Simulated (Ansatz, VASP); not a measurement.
InSb: VASP beside Ansatz

Contents of INCAR:

```
PREC = Accurate ; ENCUT = 520
EDIFF = 1E-8 ; ISMEAR = -1
SIGMA = 0.08 ; LREAL = False
LASPH = True ; NELM = 60
ALGO = Normal ; ISIF = 2
LWAVE = False ; LCHARG = False
GGA = CA ; LEFG = True
NBANDS = 26
```

The input KPOINTS:

```
regular mesh
0
Gamma
  6 6 11
```

Contents of POSCAR:

```
InSb
1.0
    5.3570000000      0.0000000000      0.0000000000
    0.0000000000      5.7120000000      0.0000000000
    0.0000000000      0.0000000000      3.1548900000
In Sb
2 2
Direct
    0.0000000000      0.0000000000      0.0000000000
    0.5000000000      0.5000000000      0.0000000000
    0.5000000000      0.0000000000      0.8350000000
    0.0000000000      0.5000000000      0.1650000000
```

Input for Ansatz:

```yaml
crystal:
  lattice:
    - [5.357, 0.0, 0.0]
    - [0.0, 5.712, 0.0]
    - [0.0, 0.0, 3.15489]
  atoms:
    - { symbol: In, position: [0.0, 0.0, 0.0] }
    - { symbol: In, position: [0.5, 0.5, 0.0] }
    - { symbol: Sb, position: [0.5, 0.0, 0.835] }
    - { symbol: Sb, position: [0.0, 0.5, 0.165] }
kpoints:
  mp_grid: { grid: [6, 6, 11] }
scf:
  occupations: { method: fermi_dirac, width: 0.08 }
hamiltonian:
  xc: lda
  pseudopotentials: { kind: paw }
output:
  forces: true
  stress: true
  eigenvalues: true
  efg: { contact_densities: true }
```

Change from the starting cell: zz strain of +3 %, PAW files.

Alike in both runs: task electric field gradients; functional LDA; k mesh 6 × 6 × 11; occupations fermi-dirac, width 0.08 eV; no spin polarisation.

```csv
,VASP,Ansatz
version,VASP 6.6.1,Ansatz 0.2.0
potentials or method,"VASP PAW LDA potentials, release 64 (In_d, Sb)","PAW with Ansatz's default frozen-core files, scalar-relativistic"
plane-wave cutoff (eV),520,420
valence electrons in the cell,36,56
```

|  | VASP | Ansatz | Ansatz less VASP |
| --- | --- | --- | --- |
| pressure (GPa) | 9.5 | 9.2 | -0.24 |
| largest component of the traceless stress (GPa) | 11.55 | 11.50 | -0.053 |
| rms of the force components (eV/Å) | 0.295 | 0.292 | -0.0026 |
| Vzz of the field gradient on the site that differs most (V/Å²) | -95.2 | -85.0 | +10.20 |

Atom by atom the forces differ by 0.003 eV/Å (rms over components). The two sets of potentials don't hold the same shells in valence. Ansatz warned: «gradients_without_spin_orbit».

Spin-orbit coupling is left out, which matters for the levels of Sb.
